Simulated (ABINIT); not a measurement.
The system is PbS (Galena).

```xyz
2
Lattice="0.0000 2.9657 2.9657 2.9657 0.0000 2.9657 2.9657 2.9657 0.0000" Properties=species:S:1:pos:R:3 pbc="T T T"
Pb    0.0000    0.0000    0.0000
S     2.9657    2.9657    2.9657
```

Base run:

| Item | Value |
| --- | --- |
| Program | ABINIT 10.8.3 (patched build) |
| Functional | PW91 |
| Potentials or basis | JTH PAW PBE v2.0 |
| Cutoff | 544 eV |
| k mesh | 8 × 8 × 8 |
| Occupations | fermi-dirac, width 0.05 eV |
| Spin | no spin polarisation |

Its results: band gap on the k mesh 0.37 eV, direct.

**Question.** After a change of settings the same cell gave: band gap on the k mesh 0.20 eV, direct. Which change was it?
A. functional from PW91 to RPBE
B. functional from PW91 to HLE16
C. functional from PW91 to SOGGA
D. functional from PW91 to AM05; potentials or basis from JTH PAW PBE v2.0 to JTH PAW PBE v2.0 sp; valence electrons from 20 to 10

**Answer.** C.

Caveats: spin-orbit coupling is left out, which as a rule narrows the gap of such compounds by several tenths of an eV.
